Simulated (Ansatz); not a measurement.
# TiC (P-6m2) in Ansatz: notebook

Runs on TiC. Level: PBE. Tasks: single point.

Program: Ansatz 0.2.0. These are calculated values, not measurements. Logs are shortened: lines on timing, memory, paths and dates and some standing lists are left out, and cuts for length are marked.

**1. The structure**

The structure is hexagonal, space group P-6m2 (No. 187). The conventional cell has a = 3.042 Å, b = 3.042 Å, c = 2.698 Å, α = 90.00°, β = 90.00°, γ = 120.00°. Around Ti (site symmetry -6m2) lie 6 C at 2.21 Å. Around C (site symmetry -6m2) lie 6 Ti at 2.21 Å.

The cell was built by a generator and needn't be a form met in nature.

**2. Single point, PBE**

input.yaml

```yaml
crystal:
  lattice:
    - [3.04209, 0.0, 0.0]
    - [-1.52104, 2.63452, 0.0]
    - [0.0, 0.0, 2.69797]
  atoms:
    - { symbol: Ti, position: [0.0, 0.0, 0.5] }
    - { symbol: C, position: [0.33333, 0.66667, 0.0] }
hamiltonian:
  xc: pbe
  pseudopotentials: { kind: paw }
kpoints:
  mp_grid: { grid: [10, 10, 10] }
scf:
  occupations: { method: gaussian, width: 0.016 }
output:
  forces: true
  stress: true
  eigenvalues: true
```

Potentials or basis: Ansatz PAW.

Command:

```console
ansatz run input.yaml --threads 2 --pin off --max-ram 5632MiB --backend cpu --events-out ev --progress --plain --runs-dir out
```

What it wrote:

```text
Warning: the atoms were moved onto the symmetric positions of the space group found under crystal.symmetry.tolerance 1.0e-5 (fractional; no operation is sought that the atoms, as they stand in a round, miss by more than twice it, and no atom is moved by as much as it), and the run uses the moved positions. Before a round's move an operation carried an atom to 1.52e-5 Å from where it should land, the largest such distance. Atom 1 (counting from 0) moved farthest, by 1.76e-5 Å; the longest move in fractions of the cell, of whichever atom, is 0.47 of the tolerance, in 1 round. To run the atoms as typed, lower crystal.symmetry.tolerance until the operations that they miss are no longer found, or set crystal.symmetry.detect: false (a key that needs symmetry detection or time reversal refuses this as the deck is read). The positions used, in the order of the run's atom list: position: [-1.8503646491007004e-17, 5.5510939473021013e-17, 0.5]; position: [0.3333333333333333, 0.6666666666666667, 0.0]; The lattice was moved too: crystal.lattice keeps the space group found at crystal.symmetry.tolerance 1.0e-5 only nearly: the operation that it misses by the most changes a squared length by the fraction 6.65e-6. The run uses the lattice that is a stretch of the typed one, with no rotation, onto the one that keeps every operation to a double's rounding (on a very oblique basis the stretch itself rounds by more); the deck's lattice vector that moved farthest moved by 5.07e-6 Å. To run the lattice as typed, set crystal.symmetry.tolerance under 2.84e-6, the least fraction by which an operation that the lattice misses changes a squared length (the same key also sets how far an atom may lie from its image, so lowering it can lose operations that the atoms keep only within it), or set crystal.symmetry.detect: false, as for the atoms. crystal.lattice made exact, in Å and degrees: [[3.042085831189679, -2.886751345946343e-6, 0.0], [-1.5210404155948394, 2.6345250536786344, 0.0], [0.0, 0.0, 2.69797]]. Pasted over the deck's crystal.lattice, beside positions in fractional coordinates, it runs the same cell (given as lengths and angles, that cell in the form's own orientation, a rigid turn of the misfit's size from the one run here, for which a checkpoint.post_process_only pass over this run's state can be refused: where this run relaxes nothing, give such a pass this deck's own crystal.lattice, as typed; behind a relaxation, as crystal.lattice, the state's own cell, identity.cell in its checkpoint.json), and a matrix so pasted ends this notice, except on a very skew basis of the lattice, where the rounding of the pasted numbers themselves can read as a misfit: the cell is then moved again, and that move is told again. The lattice as run is in this notice's lattice.as_run_ang field (Run.prep()["deck_notices"] in Python, the deck_notice line of an events file, deck_notices of ansatz run --dry-run=json, or deck_notices in record.json in the deck's checkpoint.write directory).
Warning: RAYON_NUM_THREADS=2 ignored (pool sized by the plan → 2); use --threads N
Engine: ansatz 0.2.0, x86_64-unknown-linux-gnu
Pseudopotentials: kind: paw
Pseudopotential: Ti, paw, valence charge 12, recommended cutoff 420 eV (normal), Ti.paw.azcp
Pseudopotential: C, paw, valence charge 4, recommended cutoff 420 eV (normal), C.paw.azcp
Functional definition: PBE
  parameter kappa = 0.804
  parameter beta = 0.06672455060314922
  exchange = pbe_x(kappa = kappa, mu = beta*pi^2/3)
  correlation = pbe_c(beta = beta)
Crystal: 2 atoms, lattice volume = 21.623 Å³
Basis set: ecut = 420 eV, 417 PW (Γ), exchange–correlation on 48×48×40 points (8 copies of the dense FFT grid, shifted against one another)
Bands: 12, of which v1, the nominal top of the filled ones, is band 8 counted from 1 (7 counted from 0)
Symmetry: 12 space group operations
Space group: P-6m2 (ITA 187), of the structure as read, at distance tolerance 2.8e-5 Å
k-points: 84 of 1000 (time reversal used)
Non-local potential: Ti, projectors of the file, l = 0: 3, l = 1: 2, l = 2: 3, l = 3: 1
Non-local potential: C, projectors of the file, l = 0: 2, l = 1: 2, l = 2: 1
PAW form: soft (Blöchl's): semilocal exchange-correlation on the pseudo side does not see the compensation charge
PAW one-centre angular grid: Ti, 590 points (default); XC on 64 Gauss nodes
PAW one-centre angular grid: C, 110 points (default); XC on 64 Gauss nodes
Initial density: superposition of atomic densities (neutral atoms: chi_scale 0, normalization atom), corrected by the library's trained network
Initial wavefunctions: pseudopotential atomic-orbital guess
Functional: x = pbe(κ = 0.804, μ = 0.2195149727645171), c = pbe(β = 0.06672455060314922)
SCF iter   1: F=—  HF=-2750.910693 eV  |F-HF|=—  |Δ(HF+E_count)|=         —  Δρ=7.06e-3  dr2=7.38e-3  ethr=1.77e-3  ⟨swp⟩=4.3  Hψ=4837  notcnv=0
preconditioner: auto → none  [insulator: Δε(μ)=0.037 eV  Ē_g=7.207 eV  σ=0.016 eV  W_gap=0.90  n_scr=8 (ndim 8)  ℏωp=22.6 eV  f_vac=0.000  D(μ)=0.35/eV (n_scr^D=0)  ε∞_Penn≈10.8]
SCF iter   2: F=—  HF=-2750.911242 eV  |F-HF|=—  |Δ(HF+E_count)|=   5.49e-4  Δρ=3.33e-3  dr2=1.35e-3  ethr=4.61e-5  ⟨swp⟩=2.0  Hψ=2012  notcnv=0
SCF iter   3: F=—  HF=-2750.912015 eV  |F-HF|=—  |Δ(HF+E_count)|=   7.74e-4  Δρ=4.69e-4  dr2=2.67e-5  ethr=8.47e-6  ⟨swp⟩=2.4  Hψ=1615  notcnv=0
SCF iter   4: F=—  HF=-2750.912018 eV  |F-HF|=—  |Δ(HF+E_count)|=   3.22e-6  Δρ=4.22e-5  dr2=1.61e-7  ethr=1.67e-7  ⟨swp⟩=2.8  Hψ=1608  notcnv=0
iter 5 did not close the SCF: its close was put off for the readings that it lacked (scf_convergence_deferred on its scf_iter line)
SCF iter   5: F=-2750.912019 eV  HF=-2750.912019 eV  |F-HF|=2.22e-9  |Δ(HF+E_count)|=   2.46e-7  Δρ=7.13e-6  dr2=7.16e-9  ethr=1.01e-9  ⟨swp⟩=2.4  Hψ=1566  notcnv=0
SCF iter   6: F=-2750.912019 eV  HF=-2750.912019 eV  |F-HF|=7.37e-11  |Δ(HF+E_count)|=   5.45e-9  Δρ=1.06e-6  dr2=1.68e-10  ethr=4.48e-11  ⟨swp⟩=2.0  Hψ=3050  notcnv=0
SCF 1 converged in 6 iterations: F = -2750.912019 eV  dr2 = 1.68e-10
SCF converged after 6 iterations
Free energy (F): -2750.912019 eV
Harris-Foulkes:  -2750.912019 eV  (|F-HF|=7.37e-11)
Internal energy: -2750.911981 eV  (E = F + TS)
E sigma→0 (E₀):  -2750.912000 eV
Entropy (-TS):   -0.000037 eV (-0.019 meV/atom)
Fermi energy:    13.594849 eV
--- Per-component energies (eV) ---
  E_band       = -124.541575
  E_kinetic    = 361.271151
  E_local      = -838.175763  (includes V_loc(G=0)·N_el)
  E_nonlocal   = 32.957983
  E_hartree    = 339.071731
  E_xc         = -146.616994
  E_vxc        = -183.011473  (∫ρ·V_xc dr)
  E_paw        = -1145.547557  (= ΣΔE_a)
  E_vpaw       = -175.726657  (= ΣTr[D̂ρ^β])
  E_aug_tail   = 0.000136  (compensation charges beyond the density's cutoff)
  E_ewald      = -1353.872669
  E_smearing   = -0.000037  (= −TS)
  E_closure    = 0.000000  (closes the sum)
  Σ components = -2750.912019   (vs F -2750.912019, Δ=0.00e0)
--- Forces (eV/Å), atoms counted from 1 ---
  atom   1  Ti     0.00000000    -0.00000000     0.00000000
  atom   2  C      0.00000000    -0.00000000     0.00000000
  max |Σ_I F_I| component: 3.70e-16 eV/Å
--- Stress (GPa, compression-positive) ---
        0.150525      -0.000000       0.000000
       -0.000000       0.150525       0.000000
        0.000000       0.000000      -0.052229
  P = ⅓ Tr σ = 0.0829 GPa (0.829 kbar)
--- Band table (eV; the first three rows and the last of 84) ---
  k-point 0: bands = ["-42.9230", "-19.0870", "-19.0870", "-18.6397", "1.5939", "11.9976", "11.9976", "12.6258", "15.8894", "16.9296", "16.9296", "19.2751"]
  k-point 1: bands = ["-42.9137", "-19.0795", "-19.0795", "-18.7150", "1.7915", "12.1037", "12.1037", "12.4134", "15.8205", "16.5032", "16.5032", "19.4349"]
  k-point 2: bands = ["-42.8891", "-19.0601", "-19.0601", "-18.9089", "2.3564", "11.5448", "12.3946", "12.3946", "15.6990", "15.6990", "16.1055", "19.4755"]
  k-point 83: bands = ["-42.7688", "-19.2885", "-19.2855", "-19.2126", "4.9981", "9.2386", "9.8379", "13.1033", "14.6525", "17.7097", "18.3882", "18.6607"]
```

It took 0.92 s on 2 threads of Intel Xeon Platinum 8488C (Sapphire Rapids), shared host; peak memory 0.37 GiB.

Results:

```
Free energy            : -2750.9120 eV
Pressure               : 0.1 GPa
Band gap on the k mesh : none (metal or under the smearing width)
```

**3. Single point, PBE**

Edit input.yaml of step 2 so:

```diff
@@ -14,3 +14,3 @@
 scf:
-  occupations: { method: gaussian, width: 0.016 }
+  occupations: { method: gaussian, width: 0.017 }
 output:
```

Potentials or basis: Ansatz PAW.

Command:

```console
ansatz run input.yaml --threads 2 --pin off --max-ram 5632MiB --backend cpu --events-out ev --progress --plain --runs-dir out
```

Run time: 0.89 s. Hardware: 2 threads of Intel Xeon Platinum 8488C (Sapphire Rapids), shared host; peak memory 0.37 GiB.

Results (log left out):

```yaml
Free_energy: -2750.9120 eV
Pressure: 0.1 GPa
Band_gap_on_the_k_mesh: none (metal or under the smearing width)
```

Stress tensor (GPa, compression positive):
```
 0.15  0.00  0.00
 0.00  0.15  0.00
 0.00  0.00 -0.05
```

Levels at points of the mesh, in eV from the Fermi level:
| k point | band 6 | band 7 | band 8 | band 9 | band 10 | band 11 |
| --- | --- | --- | --- | --- | --- | --- |
| (0.00, 0.00, 0.00) | -1.60 | -1.60 | -0.97 | 2.29 | 3.33 | 3.33 |
| (0.00, 0.00, -0.50) | -5.60 | -0.51 | -0.51 | 1.14 | 1.14 | 4.70 |
| (0.00, -0.50, 0.00) | -4.87 | -0.76 | -0.31 | 0.21 | 3.04 | 3.48 |
| (0.00, -0.50, -0.50) | -4.01 | -2.57 | -2.23 | 1.49 | 3.29 | 4.35 |

**4. Single point, PBE**

Edit input.yaml of step 3 so:

```diff
@@ -14,3 +14,3 @@
 scf:
-  occupations: { method: gaussian, width: 0.017 }
+  occupations: { method: gaussian, width: 0.018 }
 output:
```

Command:

```console
ansatz run input.yaml --threads 2 --pin off --max-ram 5632MiB --backend cpu --events-out ev --progress --plain --runs-dir out
```

Run time: 0.96 s. Hardware: 2 threads of Intel Xeon Platinum 8488C (Sapphire Rapids), shared host; peak memory 0.34 GiB.

It converged, with:

```
Free energy            : -2750.9120 eV
Pressure               : 0.1 GPa
Band gap on the k mesh : none (metal or under the smearing width)
```

Stress tensor (GPa, compression positive):
```
 0.14  0.00  0.00
 0.00  0.14  0.00
 0.00  0.00 -0.04
```

Levels at points of the mesh, in eV from the Fermi level:
| k point | band 4 | band 5 | band 6 | band 7 | band 8 | band 9 | band 10 | band 11 | band 12 |
| --- | --- | --- | --- | --- | --- | --- | --- | --- | --- |
| (0.00, 0.00, 0.00) | -32.23 | -12.00 | -1.60 | -1.60 | -0.97 | 2.29 | 3.33 | 3.33 | 5.68 |
| (0.00, 0.00, -0.50) | -32.60 | -8.87 | -5.60 | -0.51 | -0.51 | 1.14 | 1.14 | 4.70 | 4.73 |
| (0.00, -0.50, 0.00) | -32.19 | -9.60 | -4.87 | -0.76 | -0.31 | 0.21 | 3.04 | 3.48 | 3.73 |
| (0.00, -0.50, -0.50) | -32.68 | -8.79 | -4.01 | -2.57 | -2.23 | 1.49 | 3.29 | 4.35 | 5.57 |

**5. Summary**

```csv
smearing,gap on the mesh (eV),pressure (GPa)
gaussian 0.016 eV,none,0.1
gaussian 0.017 eV,none,0.1
gaussian 0.018 eV,none,0.1
```

Alike in all rows: task single point; level PBE; potentials or basis Ansatz PAW; no spin polarisation; cell as given; k mesh 10 × 10 × 10; cutoff (eV) 420.

Every run on the cell as given and a fine mesh finds a metal.

Total energies depend on the potentials used, so only differences within one code and one set of settings carry meaning.
